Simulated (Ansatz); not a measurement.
# Ti2C: the cost of one run

Computed with Ansatz 0.2.0 (DFT PBE, scalar-relativistic, plane waves, PAW, unless a step's input says otherwise).

## (1) The system as given

The structure is cubic, space group F-43m (No. 216). The conventional cell has a = 5.630 Å, b = 5.630 Å, c = 5.630 Å, α = 90.00°, β = 90.00°, γ = 90.00°. Ti (site symmetry -43m) is surrounded by 4 Ti at 2.44 Å. Ti (site symmetry -43m) has 4 C at 2.44 Å and 4 Ti at 2.44 Å as nearest neighbours. C (site symmetry -43m) is surrounded by 4 Ti at 2.44 Å.

Structure file:

```xyz
3
Lattice="0.0000 2.8148 2.8148 2.8148 0.0000 2.8148 2.8148 2.8148 0.0000" Properties=species:S:1:pos:R:3 pbc="T T T"
Ti    1.4074    1.4074    1.4074
Ti    0.0000    0.0000    0.0000
C     4.2222    4.2222    4.2222
```

The cell is invented: random cell by space group and Wyckoff sites (F-43m, No. 216). The dimensions are guesses.

## (2) Probe: one point on a coarse mesh

input.yaml reads:

```yaml
crystal:
  lattice:
    - [0.0, 2.81482751, 2.81482751]
    - [2.81482751, 0.0, 2.81482751]
    - [2.81482751, 2.81482751, 0.0]
  atoms:
    - { symbol: Ti, position: [0.25, 0.25, 0.25] }
    - { symbol: Ti, position: [0.0, 0.0, 0.0] }
    - { symbol: C, position: [0.75, 0.75, 0.75] }
basis:
  ecutwfc: 420
kpoints:
  mp_grid: { grid: [6, 6, 6] }
hamiltonian:
  xc: pbe
scf:
  occupations: { method: gaussian, width: 0.1 }
  lower_state_search: "off"
output:
  forces: true
  stress: true
  eigenvalues: true
```

Command:

```console
$ ansatz run input.yaml --threads 1 --pin off --max-ram 2048MiB --backend cpu --events-out ev --progress --plain --runs-dir out
```

Q: Estimate wall time and peak memory on 1 thread of Arm Neoverse V1, shared host.

About 2.1 s, with a peak of 0.29 GiB.
